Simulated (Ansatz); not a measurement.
# Ti(0001) with 2 layers of random Ti-Nb, 2x2: scattering by chemical disorder

Wanted: resistance against the alloy's length, first Ti(0001) with 2 layers of random Ti-Nb, 2x2.

Program: Ansatz 0.2.0. Level of theory: Ansatz plane-wave DFT, PBE, PAW files; ballistic transport by layer matching (Landauer), zero bias; PAW set soft_1. Results are calculated unless marked as measured.

Report form: the programs' logs are mostly left out.

## (1) Set-up

The cell holds 48 atoms: 44 Ti and 4 Nb. Its edges and angles: a = 5.900 Å, b = 5.900 Å, c = 28.116 Å, α = 90.0°, β = 90.0°, γ = 120.0°. It derives from Ti. Regions: lead, 40 atoms (40 Ti); scattering region, 8 atoms (4 Nb and 4 Ti). The structure is stacked along c, and the current runs across the ab planes.

## (2) With 2 alloy layers

In 2 layers a share of 0.5 of the sites is given to Nb at random. The layers about the cell's end stay perfect and serve as the lead. Disorder leaves little or no symmetry, which makes such runs dear. Energies from -0.05 to 0.05 eV in steps of 0.05 eV are too few for the program's thermal sum, so it prints no conductance; for a metal the transmission near the Fermi level serves, at a fraction of the cost.

File input.yaml:

```yaml
crystal:
  lattice:
    - [5.9, 0.0, 0.0]
    - [-2.95, 5.1095498823, 0.0]
    - [0.0, 0.0, 28.116]
  atoms:
    - { symbol: Ti, position: [0.1666666667, 0.3333333333, 0.0416666667] }
    - { symbol: Ti, position: [0.1666666667, 0.8333333333, 0.0416666667] }
    - { symbol: Ti, position: [0.6666666667, 0.3333333333, 0.0416666667] }
    - { symbol: Ti, position: [0.6666666667, 0.8333333333, 0.0416666667] }
    - { symbol: Ti, position: [0.3333333333, 0.1666666667, 0.125] }
    - { symbol: Ti, position: [0.3333333333, 0.6666666667, 0.125] }
    - { symbol: Ti, position: [0.8333333333, 0.1666666667, 0.125] }
    - { symbol: Ti, position: [0.8333333333, 0.6666666667, 0.125] }
[... 36 atom lines left out ...]
    - { symbol: Ti, position: [0.3333333333, 0.1666666667, 0.9583333333] }
    - { symbol: Ti, position: [0.3333333333, 0.6666666667, 0.9583333333] }
    - { symbol: Ti, position: [0.8333333333, 0.1666666667, 0.9583333333] }
    - { symbol: Ti, position: [0.8333333333, 0.6666666667, 0.9583333333] }
kpoints:
  mp_grid: { grid: [4, 4, 1] }
hamiltonian:
  xc: pbe
  pseudopotentials: { kind: paw, azcp: { folder: soft_1 } }
scf:
  occupations: { method: fermi_dirac, width: 0.1 }
output:
  transmission: { leads: [[0, 8]], kmesh: [8, 8], e_range: [-0.05, 0.05], de: 0.05 }
  write_potential: true
  write_density: true
  volumetric_format: npy
```

Launch:

```
$ ansatz run input.yaml --threads 4 --pin off --max-ram 15360MiB --backend cpu --events-out ev --progress --plain --runs-dir out
```

The job ended after 8.4 min (4 threads of Arm Neoverse V2, shared host; peak memory 5.6 GiB).

Numbers from this step:

| Quantity | Value |
| --- | --- |
| free energy | -128194.1329 eV |
| energy at zero smearing | -128193.1150 eV |
| Fermi energy | 13.49 eV |
| cell area | 30.15 Å² |
| transmission per spin nearest the Fermi level | 1.383 |
| open channels per spin nearest the Fermi level | 2.656 |
| step of the lead's potential | 3 meV |

Per spin. Table of transmission, zone mean by energy, zero at the Fermi level:

```csv
energy (eV),"transmission, zone mean"
-0.0500,1.37
0.0000,1.38
0.0500,1.45
```

Per spin. The open channels, zone mean, lead by energy, zero at the Fermi level:

```csv
energy (eV),"open channels, zone mean, lead"
-0.0500,2.25
0.0000,2.66
0.0500,3.22
```

Transmission over k1 and k2. At 0.0000 eV from the Fermi level.

Ten even steps from '0' (0.44) to '9' (2.23):
```
29879100
39746710
29755482
89750579
22845579
30176479
20019789
82114112
```
Columns: k1 (b1) from -0.5 to 0.375; rows upwards: k2 (b2) from -0.5 to 0.375.

Open channels over k1 and k2. At 0.0000 eV from the Fermi level.

Ten even steps from '0' (2.00) to '9' (6.00):
```
09229000
02000200
02000020
59000009
00200002
00020002
00009229
50005000
```
Columns: k1 (b1) from -0.5 to 0.375; rows upwards: k2 (b2) from -0.5 to 0.375.

Over the solved energies the transmission per spin lies between 1.37 and 1.45, out of 2.71 channels of the lead on average (up to 3.22).

## (3) With 6 alloy layers

In 6 layers a share of 0.5 of the sites is given to Nb at random. A fresh draw is used; the growth of the resistance with length is what counts.

System of this step: Ti(0001) with 6 layers of random Ti-Nb, 2x2. The cell holds 64 atoms: 52 Ti and 12 Nb. Cell: a = 5.900 Å, b = 5.900 Å, c = 37.488 Å, α = 90.0°, β = 90.0°, γ = 120.0°. It derives from Ti. Regions: lead, 40 atoms (40 Ti); scattering region, 24 atoms (12 Ti and 12 Nb). The structure is stacked along c, and the current runs across the ab planes.

File input.yaml:

```yaml
crystal:
  lattice:
    - [5.9, 0.0, 0.0]
    - [-2.95, 5.1095498823, 0.0]
    - [0.0, 0.0, 37.488]
  atoms:
    - { symbol: Ti, position: [0.1666666667, 0.3333333333, 0.03125] }
    - { symbol: Ti, position: [0.1666666667, 0.8333333333, 0.03125] }
    - { symbol: Ti, position: [0.6666666667, 0.3333333333, 0.03125] }
    - { symbol: Ti, position: [0.6666666667, 0.8333333333, 0.03125] }
    - { symbol: Ti, position: [0.3333333333, 0.1666666667, 0.09375] }
    - { symbol: Ti, position: [0.3333333333, 0.6666666667, 0.09375] }
    - { symbol: Ti, position: [0.8333333333, 0.1666666667, 0.09375] }
    - { symbol: Ti, position: [0.8333333333, 0.6666666667, 0.09375] }
[... 52 atom lines left out ...]
    - { symbol: Ti, position: [0.3333333333, 0.1666666667, 0.96875] }
    - { symbol: Ti, position: [0.3333333333, 0.6666666667, 0.96875] }
    - { symbol: Ti, position: [0.8333333333, 0.1666666667, 0.96875] }
    - { symbol: Ti, position: [0.8333333333, 0.6666666667, 0.96875] }
kpoints:
  mp_grid: { grid: [4, 4, 1] }
hamiltonian:
  xc: pbe
  pseudopotentials: { kind: paw, azcp: { folder: soft_1 } }
scf:
  occupations: { method: fermi_dirac, width: 0.1 }
output:
  transmission: { leads: [[0, 8]], kmesh: [8, 8], e_range: [-0.05, 0.05], de: 0.05 }
  write_potential: true
  write_density: true
  volumetric_format: npy
```

The job ended after 13 min (4 threads; peak memory 9.5 GiB).

Numbers from this step:

```
free energy                                   : -184607.3665 eV
energy at zero smearing                       : -184605.9176 eV
Fermi energy                                  : 14.08 eV
transmission per spin nearest the Fermi level : 1.287
step of the lead's potential                  : 2.9 meV
```

Per spin. Transmission, zone mean against energy, zero at the Fermi level:

```csv
energy (eV),"transmission, zone mean"
-0.0500,1.16
0.0000,1.29
0.0500,1.30
```

Over the solved energies the transmission per spin lies between 1.16 and 1.30, out of 2.71 channels of the lead on average (up to 3.22).

## (4) With 10 alloy layers

In 10 layers a share of 0.5 of the sites is given to Nb at random. A fresh draw is used; the growth of the resistance with length is what counts.

System of this step: Ti(0001) with 10 layers of random Ti-Nb, 2x2. The cell holds 80 atoms: 60 Ti and 20 Nb. Cell: a = 5.900 Å, b = 5.900 Å, c = 46.860 Å, α = 90.0°, β = 90.0°, γ = 120.0°. It derives from Ti. Regions: lead, 40 atoms (40 Ti); scattering region, 40 atoms (20 Ti and 20 Nb). The structure is stacked along c, and the current runs across the ab planes.

File input.yaml:

```yaml
crystal:
  lattice:
    - [5.9, 0.0, 0.0]
    - [-2.95, 5.1095498823, 0.0]
    - [0.0, 0.0, 46.86]
  atoms:
    - { symbol: Ti, position: [0.1666666667, 0.3333333333, 0.025] }
    - { symbol: Ti, position: [0.1666666667, 0.8333333333, 0.025] }
    - { symbol: Ti, position: [0.6666666667, 0.3333333333, 0.025] }
    - { symbol: Ti, position: [0.6666666667, 0.8333333333, 0.025] }
    - { symbol: Ti, position: [0.3333333333, 0.1666666667, 0.075] }
    - { symbol: Ti, position: [0.3333333333, 0.6666666667, 0.075] }
    - { symbol: Ti, position: [0.8333333333, 0.1666666667, 0.075] }
    - { symbol: Ti, position: [0.8333333333, 0.6666666667, 0.075] }
[... 68 atom lines left out ...]
    - { symbol: Ti, position: [0.3333333333, 0.1666666667, 0.975] }
    - { symbol: Ti, position: [0.3333333333, 0.6666666667, 0.975] }
    - { symbol: Ti, position: [0.8333333333, 0.1666666667, 0.975] }
    - { symbol: Ti, position: [0.8333333333, 0.6666666667, 0.975] }
kpoints:
  mp_grid: { grid: [4, 4, 1] }
hamiltonian:
  xc: pbe
  pseudopotentials: { kind: paw, azcp: { folder: soft_1 } }
scf:
  occupations: { method: fermi_dirac, width: 0.1 }
output:
  transmission: { leads: [[0, 8]], kmesh: [8, 8], e_range: [-0.05, 0.05], de: 0.05 }
  write_potential: true
  write_density: true
  volumetric_format: npy
```

Run time: 19 min. Hardware: 4 threads; peak memory 9.5 GiB; 74 min of CPU time.

Numbers from this step:

```yaml
free_energy: -241020.4916 eV
energy_at_zero_smearing: -241018.6145 eV
fermi_energy: 14.43 eV
transmission_per_spin_nearest_the_fermi_level: 1.011
step_of_the_lead_s_potential: 3 meV
```

Per spin. Table of transmission, zone mean by energy, zero at the Fermi level:

```csv
energy (eV),"transmission, zone mean"
-0.0500,0.826
0.0000,1.01
0.0500,1.14
```

Over the solved energies the transmission per spin lies between 0.826 and 1.14, out of 2.71 channels of the lead on average (up to 3.22).

## (5) Resistance against length

This step: Ansatz plane-wave DFT, PBE, PAW files; ballistic transport by layer matching (Landauer), zero bias; residual resistivity from the slope of the area resistance, atoms on the host's lattice; PAW set soft_1 (Ansatz 0.2.0).

This step gave:

* resistivity: 61.39 µΩ cm
* intercept: 0.9737 fΩ m²
* scatter about the fit: 0.1111 fΩ m²

Resistance, by row:

```csv
run,length (Å),T,channels N,RA (fΩ m²)
n2,4.686,1.401,2.708,1.34
n6,14.06,1.249,2.708,1.68
n10,23.43,0.9907,2.708,2.491
```

The area resistance by length of the alloy:

```csv
length of the alloy (Å),area resistance (fΩ m²)
4.69,1.34
14.06,1.68
23.43,2.49
```

The area resistance goes from 1.3 to 2.5 fΩ m² between 4.7 and 23.4 Å, a slope of 61 µΩ cm.

By hand from the end points: (2.491 − 1.340) fΩ m² / (23.43 − 4.69) Å = 61 µΩ cm, since 1 fΩ m² per Å is 1000 µΩ cm.

## (6) Outcome

| Quantity | Value |
| --- | --- |
| resistivity from the slope | 61.4 µΩ cm |
| area resistance over 4.69 Å | 1.34 fΩ m² |
| area resistance over 14.1 Å | 1.68 fΩ m² |
| area resistance over 23.4 Å | 2.49 fΩ m² |

The slope gives 61 µΩ cm. The points scatter by 0.11 fΩ m² about the line, with one random draw a length in a 2x2 cell, so the slope is a rough value. Read with a model of isotropic scattering on a spherical Fermi surface and the lead's 0.70×10¹⁵ S/m², this slope means a mean free path near 18 Å (a rough figure, since the alloy's own channel count differs); over these lengths the model's slope is 1.04 times its bulk resistivity, which would be 59 µΩ cm. The atoms sit on the host's lattice, so scattering by size misfit is left out. With 50 % of Nb, whose own structure is another, this is a hypothetical phase.

[Logs are printed without paths, hosts, clocks, repeated set-up lines and the standing remarks that a program may print on its own settings, such as how far it seeks lower states.]

[Hosts, paths, dates, database ids (printed as entryN), source tags and the programs' standing remarks are cut or masked in the printed files.]
